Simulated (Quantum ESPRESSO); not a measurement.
# Cu (Cmcm) in Quantum ESPRESSO: further runs

The runs below take Cu through single point, equation of state, with PBEsol.

Program: Quantum ESPRESSO 7.5. These are calculated values, not measurements. Logs are shortened: lines on timing, memory, paths and dates and some standing lists are left out, and cuts for length are marked.

### Step 1. Starting point

It takes space group Cmcm (No. 63, orthorhombic). The conventional cell has a = 2.437 Å, b = 7.953 Å, c = 2.475 Å, α = 90.00°, β = 90.00°, γ = 90.00°. Cu (site symmetry m2m) has 10 Cu at 2.44 to 2.54 Å as nearest neighbours.

This isn't the form of Cu at room conditions, which is fcc.

### Step 2. Single point, PBEsol, 11.27 Å³/atom

File pw.in:

```
&CONTROL
  calculation = 'scf'
  prefix = 'pwscf'
  outdir = './tmp'
  pseudo_dir = './pseudo'
  tstress = .true.
  disk_io = 'nowf'
/
&SYSTEM
  ibrav = 0
  nat = 2
  ntyp = 1
  ecutwfc = 56
  ecutrho = 448
  nbnd = 27
  occupations = 'smearing'
  smearing = 'fd'
  degauss = 0.00367493
/
&ELECTRONS
  conv_thr = 4d-10
  electron_maxstep = 120
  mixing_beta = 0.5
/
ATOMIC_SPECIES
Cu    63.5460 cu_pbesol_v1.2.uspp.F.UPF
CELL_PARAMETERS angstrom
   1.1935901047   -3.8952046620    0.0000000000
   1.1935901047    3.8952046620    0.0000000000
   0.0000000000    0.0000000000    2.4249610270
ATOMIC_POSITIONS crystal
Cu     0.8661333500    0.1338666500    0.7500000000
Cu     0.1338666500    0.8661333500    0.2500000000
K_POINTS automatic
11 11 11 0 0 0
```

Potentials or basis: GBRV 1.5 PBEsol.

On the command line:

```bash
> OMP_NUM_THREADS=1 mpirun -n 2 pw.x -nk 2 -in pw.in > pw.out
```

pw.out:

```text
This program is part of the open-source Quantum ESPRESSO suite
     for quantum simulation of materials; please cite
         "P. Giannozzi et al., J. Phys.:Condens. Matter 21 395502 (2009);
         "P. Giannozzi et al., J. Phys.:Condens. Matter 29 465901 (2017);
         "P. Giannozzi et al., J. Chem. Phys. 152 154105 (2020);
     in publications or presentations arising from this work. More details at

     Message from routine setup:
     using ibrav=0 with symmetry is DISCOURAGED, use correct ibrav instead

     K-points division:     npool     =       2
     Subspace diagonalization in iterative solution of the eigenvalue problem:
     a serial algorithm will be used

     G-vector sticks info
     --------------------
     sticks:   dense  smooth     PW     G-vecs:    dense   smooth      PW
     Sum        1183     593    207                24361     8621    1811

     Using Slab Decomposition

     bravais-lattice index     =            0
     lattice parameter (alat)  =       7.6987  a.u.
     unit-cell volume          =     152.1657 (a.u.)^3
     number of atoms/cell      =            2
     number of atomic types    =            1
     number of electrons       =        38.00
     number of Kohn-Sham states=           27
     kinetic-energy cutoff     =      56.0000  Ry
     charge density cutoff     =     448.0000  Ry
     scf convergence threshold =      4.0E-10
     mixing beta               =       0.5000
     number of iterations used =            8  plain     mixing
     Exchange-correlation= SLA  PW   PSX  PSC
                           (   1   4  10   8   0   0   0)

     celldm(1)=   7.698698  celldm(2)=   0.000000  celldm(3)=   0.000000
     celldm(4)=   0.000000  celldm(5)=   0.000000  celldm(6)=   0.000000

     crystal axes: (cart. coord. in units of alat)
               a(1) = (   0.292979  -0.956119   0.000000 )
               a(2) = (   0.292979   0.956119   0.000000 )
               a(3) = (   0.000000   0.000000   0.595232 )

     reciprocal axes: (cart. coord. in units 2 pi/alat)
               b(1) = (  1.706606 -0.522948  0.000000 )
               b(2) = (  1.706606  0.522948 -0.000000 )
               b(3) = ( -0.000000  0.000000  1.680017 )

     PseudoPot. # 1 for Cu read from file:
     cu_pbesol_v1.2.uspp.F.UPF
     Pseudo is Ultrasoft + core correction, Zval = 19.0
     Generated by new atomic code, or converted to UPF format
     Using radial grid of  867 points,  6 beta functions with:
                l(1) =   0
                l(2) =   0
                l(3) =   1
                l(4) =   1
                l(5) =   2
                l(6) =   2
     Q(r) pseudized with  8 coefficients,  rinner =    1.150   1.150   1.150
                                                       1.150   1.150

     atomic species   valence    mass     pseudopotential
     Cu               19.00    63.54600     Cu( 1.00)

      8 Sym. Ops., with inversion, found ( 4 have fractional translation)

   Cartesian axes

     site n.     atom                  positions (alat units)
         1        Cu     tau(   1) = (   0.2929792  -0.7001340   0.4464241  )
         2        Cu     tau(   2) = (   0.2929792   0.7001340   0.1488080  )

     number of k points=   216  Fermi-Dirac smearing, width (Ry)=  0.0037

     Number of k-points >= 100: set verbosity='high' to print them.

     Dense  grid:    24361 G-vectors     FFT dimensions: (  54,  54,  32)

     Smooth grid:     8621 G-vectors     FFT dimensions: (  40,  40,  24)

     Check: negative core charge=   -0.000002

     Initial potential from superposition of free atoms

     starting charge      36.0000, renormalised to      38.0000
     Starting wfcs are   26 randomized atomic wfcs +    1 random wfcs

     Self-consistent Calculation

     iteration #  1     ecut=    56.00 Ry     beta= 0.50
     Davidson diagonalization with overlap
     ethr =  1.00E-02,  avg # of iterations =  5.7

     total energy              =    -801.45411223 Ry
     estimated scf accuracy    <      11.00755660 Ry

     iteration #  2     ecut=    56.00 Ry     beta= 0.50
     Davidson diagonalization with overlap
     ethr =  1.00E-02,  avg # of iterations =  3.0

     total energy              =    -805.83144365 Ry
     estimated scf accuracy    <      11.85220765 Ry

     iteration #  3     ecut=    56.00 Ry     beta= 0.50
     Davidson diagonalization with overlap
     ethr =  1.00E-02,  avg # of iterations =  2.0

     total energy              =    -807.02088361 Ry
     estimated scf accuracy    <       0.62839444 Ry

     iteration #  4     ecut=    56.00 Ry     beta= 0.50
     Davidson diagonalization with overlap
     ethr =  1.65E-03,  avg # of iterations =  1.1

     total energy              =    -807.06101816 Ry
     estimated scf accuracy    <       0.21865618 Ry

     iteration #  5     ecut=    56.00 Ry     beta= 0.50
     Davidson diagonalization with overlap
     ethr =  5.75E-04,  avg # of iterations =  1.4

     total energy              =    -806.95632812 Ry
     estimated scf accuracy    <       0.34366372 Ry

     iteration #  6     ecut=    56.00 Ry     beta= 0.50
     Davidson diagonalization with overlap
     ethr =  5.75E-04,  avg # of iterations =  2.0

     total energy              =    -806.99685248 Ry
     estimated scf accuracy    <       0.00445279 Ry

     iteration #  7     ecut=    56.00 Ry     beta= 0.50
     Davidson diagonalization with overlap
     ethr =  1.17E-05,  avg # of iterations =  5.1
[... 39 lines left out ...]
     iteration # 13     ecut=    56.00 Ry     beta= 0.50
     Davidson diagonalization with overlap
     ethr =  2.29E-09,  avg # of iterations =  2.1

     total energy              =    -807.00051970 Ry
     estimated scf accuracy    <       0.00000055 Ry

     iteration # 14     ecut=    56.00 Ry     beta= 0.50
     Davidson diagonalization with overlap
     ethr =  1.44E-09,  avg # of iterations =  1.1

     total energy              =    -807.00051975 Ry
     estimated scf accuracy    <       0.00000002 Ry

     iteration # 15     ecut=    56.00 Ry     beta= 0.50
     Davidson diagonalization with overlap
     ethr =  4.96E-11,  avg # of iterations =  2.0

     total energy              =    -807.00051976 Ry
     estimated scf accuracy    <          1.5E-09 Ry

     iteration # 16     ecut=    56.00 Ry     beta= 0.50
     Davidson diagonalization with overlap
     ethr =  3.88E-12,  avg # of iterations =  2.7

     total energy              =    -807.00051976 Ry
     estimated scf accuracy    <          4.9E-09 Ry

     iteration # 17     ecut=    56.00 Ry     beta= 0.50
     Davidson diagonalization with overlap
     ethr =  3.88E-12,  avg # of iterations =  2.0

     End of self-consistent calculation

     Number of k-points >= 100: set verbosity='high' to print the bands.

     the Fermi energy is    16.8850 ev

!    total energy              =    -807.00051976 Ry
     estimated scf accuracy    <          3.1E-10 Ry
     smearing contrib. (-TS)   =      -0.00027382 Ry
     internal energy E=F+TS    =    -807.00024594 Ry

     The total energy is F=E-TS. E is the sum of the following terms:
     one-electron contribution =    -531.49731157 Ry
     hartree contribution      =     289.44756562 Ry
     xc contribution           =     -76.86921126 Ry
     ewald contribution        =    -488.08128873 Ry

     convergence has been achieved in  17 iterations

     Computing stress (Cartesian axis) and pressure

          total   stress  (Ry/bohr**3)                   (kbar)     P=       90.24
   0.00058943  -0.00000000   0.00000000           86.71       -0.00        0.00
   0.00000000   0.00058219   0.00000000            0.00       85.64        0.00
   0.00000000   0.00000000   0.00066870            0.00        0.00       98.37

=------------------------------------------------------------------------------=
   JOB DONE.
=------------------------------------------------------------------------------=
```

Run time: 55 s. Hardware: 2 MPI ranks of Intel Xeon 6975P-C (Granite Rapids), shared host; peak memory 0.28 GiB.

What came out:

- Free energy: -10979.8014 eV
- Pressure: 9.0 GPa
- Band gap on the k mesh: none (metal or under the smearing width)

### Step 3. Single point, PBEsol, 11.51 Å³/atom

pw.in, as its differences from that of step 2:

```diff
@@ -27,5 +27,5 @@
 CELL_PARAMETERS angstrom
-   1.1935901047   -3.8952046620    0.0000000000
-   1.1935901047    3.8952046620    0.0000000000
-   0.0000000000    0.0000000000    2.4249610270
+   1.2019959458   -3.9226365845    0.0000000000
+   1.2019959458    3.9226365845    0.0000000000
+   0.0000000000    0.0000000000    2.4420387800
 ATOMIC_POSITIONS crystal
```

Potentials or basis: GBRV 1.5 PBEsol.

On the command line:

```bash
> OMP_NUM_THREADS=1 mpirun -n 2 pw.x -nk 2 -in pw.in > pw.out
```

Run time: 52 s. Hardware: 2 MPI ranks of Intel Xeon 6975P-C (Granite Rapids), shared host; peak memory 0.28 GiB.

The run converged. Its results:

```yaml
Free_energy: -10979.8243 eV
Pressure: 5.1 GPa
Band_gap_on_the_k_mesh: none (metal or under the smearing width)
```

### Step 4. Single point, PBEsol, 11.75 Å³/atom

pw.in, as its differences from that of step 3:

```diff
@@ -27,5 +27,5 @@
 CELL_PARAMETERS angstrom
-   1.2019959458   -3.9226365845    0.0000000000
-   1.2019959458    3.9226365845    0.0000000000
-   0.0000000000    0.0000000000    2.4420387800
+   1.2102858349   -3.9496901055    0.0000000000
+   1.2102858349    3.9496901055    0.0000000000
+   0.0000000000    0.0000000000    2.4588809590
 ATOMIC_POSITIONS crystal
```

On the command line:

```bash
> OMP_NUM_THREADS=1 mpirun -n 2 pw.x -nk 2 -in pw.in > pw.out
```

It took 55 s on 2 MPI ranks of Intel Xeon 6975P-C (Granite Rapids), shared host; peak memory 0.3 GiB.

Results (log left out):

- Free energy: -10979.8358 eV
- Pressure: 1.6 GPa
- Band gap on the k mesh: none (metal or under the smearing width)

### Step 5. Single point, PBEsol, 11.99 Å³/atom

pw.in, as its differences from that of step 4:

```diff
@@ -27,5 +27,5 @@
 CELL_PARAMETERS angstrom
-   1.2102858349   -3.9496901055    0.0000000000
-   1.2102858349    3.9496901055    0.0000000000
-   0.0000000000    0.0000000000    2.4588809590
+   1.2184636900   -3.9763780104    0.0000000000
+   1.2184636900    3.9763780104    0.0000000000
+   0.0000000000    0.0000000000    2.4754955235
 ATOMIC_POSITIONS crystal
```

On the command line:

```bash
> OMP_NUM_THREADS=1 mpirun -n 2 pw.x -nk 2 -in pw.in > pw.out
```

Run time: 57 s. Hardware: 2 MPI ranks of Intel Xeon 6975P-C (Granite Rapids), shared host; peak memory 0.3 GiB.

It converged, with:

```yaml
Free_energy: -10979.8374 eV
Pressure: -1.5 GPa
Band_gap_on_the_k_mesh: none (metal or under the smearing width)
```

### Step 6. Single point, PBEsol, 12.23 Å³/atom

pw.in, as its differences from that of step 5:

```diff
@@ -27,5 +27,5 @@
 CELL_PARAMETERS angstrom
-   1.2184636900   -3.9763780104    0.0000000000
-   1.2184636900    3.9763780104    0.0000000000
-   0.0000000000    0.0000000000    2.4754955235
+   1.2265332211   -4.0027124071    0.0000000000
+   1.2265332211    4.0027124071    0.0000000000
+   0.0000000000    0.0000000000    2.4918900114
 ATOMIC_POSITIONS crystal
```

Potentials or basis: GBRV 1.5 PBEsol.

On the command line:

```bash
> OMP_NUM_THREADS=1 mpirun -n 2 pw.x -nk 2 -in pw.in > pw.out
```

Wall time 60 s (2 MPI ranks of Intel Xeon 6975P-C (Granite Rapids), shared host); peak memory 0.3 GiB.

Results (log left out):

```
Free energy            : -10979.8302 eV
Pressure               : -4.3 GPa
Band gap on the k mesh : none (metal or under the smearing width)
```

### Step 7. Single point, PBEsol, 12.47 Å³/atom

pw.in, as its differences from that of step 6:

```diff
@@ -27,5 +27,5 @@
 CELL_PARAMETERS angstrom
-   1.2265332211   -4.0027124071    0.0000000000
-   1.2265332211    4.0027124071    0.0000000000
-   0.0000000000    0.0000000000    2.4918900114
+   1.2344979457   -4.0287047744    0.0000000000
+   1.2344979457    4.0287047744    0.0000000000
+   0.0000000000    0.0000000000    2.5080715687
 ATOMIC_POSITIONS crystal
```

On the command line:

```bash
> OMP_NUM_THREADS=1 mpirun -n 2 pw.x -nk 2 -in pw.in > pw.out
```

It took 58 s on 2 MPI ranks of Intel Xeon 6975P-C (Granite Rapids), shared host; peak memory 0.3 GiB.

It converged, with:

```yaml
Free_energy: -10979.8151 eV
Pressure: -6.7 GPa
Band_gap_on_the_k_mesh: none (metal or under the smearing width)
```

### Step 8. Single point, PBEsol, 12.71 Å³/atom

pw.in, as its differences from that of step 7:

```diff
@@ -27,5 +27,5 @@
 CELL_PARAMETERS angstrom
-   1.2344979457   -4.0287047744    0.0000000000
-   1.2344979457    4.0287047744    0.0000000000
-   0.0000000000    0.0000000000    2.5080715687
+   1.2423612020   -4.0543660062    0.0000000000
+   1.2423612020    4.0543660062    0.0000000000
+   0.0000000000    0.0000000000    2.5240469776
 ATOMIC_POSITIONS crystal
```

On the command line:

```bash
> OMP_NUM_THREADS=1 mpirun -n 2 pw.x -nk 2 -in pw.in > pw.out
```

Wall time 60 s (2 MPI ranks of Intel Xeon 6975P-C (Granite Rapids), shared host); peak memory 0.3 GiB.

It converged, with:

```
Free energy            : -10979.7931 eV
Pressure               : -9.0 GPa
Band gap on the k mesh : none (metal or under the smearing width)
```

### Step 9. Equation of state, PBEsol

Potentials or basis: GBRV 1.5 PBEsol.

This step only gathers the single runs of the series.

What came out:

| Quantity | Value |
| --- | --- |
| Equilibrium volume | 11.91 Å³/atom |
| Bulk modulus at fixed shape and positions | 153 GPa |
| Pressure derivative of the bulk modulus | 5.0 |

Energy against volume, from the lowest point:
```
volume (Å³/atom)  energy (meV/atom)
          11.274              18.00
          11.514               6.58
          11.754               0.79
          11.994               0.00
          12.234               3.61
          12.474              11.17
          12.714              22.17
```

Caveat: the cell was scaled at fixed shape and fractional positions, which overstates the stiffness of a crystal with free parameters, most of all of layers and chains.
